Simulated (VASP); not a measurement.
AlN, 2 atoms in the cell. Symmetry: F-43m, No. 216, cubic system. The conventional cell has a = 4.368 Å, b = 4.368 Å, c = 4.368 Å, α = 90.00°, β = 90.00°, γ = 90.00°. Al (site symmetry -43m) has 4 N at 1.89 Å as nearest neighbours. N (site symmetry -43m) has 4 Al at 1.89 Å as nearest neighbours. Measurements of this composition are mostly on another form, of space group No. 186.

- Program: VASP 6.6.1
- Task: relaxation of cell and atoms
- Functional: PBE
- Dispersion: D3(BJ)
- Potentials or basis: VASP PAW PBE potentials, release 64 (Al, N)
- Cutoff: 600 eV
- k mesh: 10 × 10 × 10
- Occupations: gaussian, width 0.02 eV
- Spin: no spin polarisation
- Further INCAR settings: ALGO = Normal; EDIFF = 1e-07; IBRION = 2; EDIFFG = -0.005; NSW = 90; ISIF = 3

Potentials or basis: VASP PAW PBE potentials, release 64 (Al, N).

The run is started by

```bash
$ cat potpaw_PBE.64/Al/POTCAR potpaw_PBE.64/N/POTCAR > POTCAR
$ mpirun -np 1 vasp_std > vasp.out
```

Hardware: 1 thread of AMD EPYC 9R45 96-Core Processor (Zen 5), with other jobs on the host.

Task: How long does it take, and how much memory?

Result: Wall time 10 s on 1 thread of AMD EPYC 9R45 96-Core Processor (Zen 5) (shared host), peak memory 0.13 GiB. Counts: scf iterations 23, k points 47, ion steps 3.
